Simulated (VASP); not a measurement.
Wanted: the native input for a VASP 6.6.1 run.

```yaml
Task: single point
Functional: RPBE
Potentials_or_basis: VASP PAW PBE potentials, release 64 (As)
Cutoff: 520 eV
k_mesh: 14 × 14 × 14
Occupations: fermi-dirac, width 0.1 eV
Spin: no spin polarisation
Dipole_correction: no
Further_INCAR_settings: ALGO = Normal; EDIFF = 1e-06; NBANDS = 8
```

The structure of As lies in POSCAR:

```
As
1.0
    0.0000000000      2.0557719245      2.0557719245
    2.0557719245      0.0000000000      2.0557719245
    2.0557719245      2.0557719245      0.0000000000
As
1
Direct
    0.0000000000      0.0000000000      0.0000000000
```

This isn't the form of As at room conditions, which is rhombohedral.

These files were run (other wordings do the same):

INCAR

```
PREC = Accurate
ENCUT = 520
EDIFF = 1E-6
ISMEAR = -1
SIGMA = 0.1
LREAL = F
LASPH = T
NELM = 100
ALGO = Normal
ISIF = 2
LWAVE = F
LCHARG = F
GGA = RP
NBANDS = 8
```

KPOINTS

```
regular mesh
0
Gamma
  14 14 14
```

Potentials or basis: VASP PAW PBE potentials, release 64 (As).

Command:

```console
$ cat potpaw_PBE.64/As/POTCAR > POTCAR
$ mpirun -np 1 vasp_std > vasp.out
```

Results of the run:

```yaml
Pressure: 12.4 GPa
Band_gap_on_the_k_mesh: none (metal or under the smearing width)
```

Caveat: the PAW data sets were made with another functional, which shifts forces and pressure a little.

Wall time 11 s on 1 thread of Intel(R) Xeon(R) Platinum 8259CL CPU @ 2.50GHz (Skylake/Cascade Lake) (shared host), peak memory 0.14 GiB.
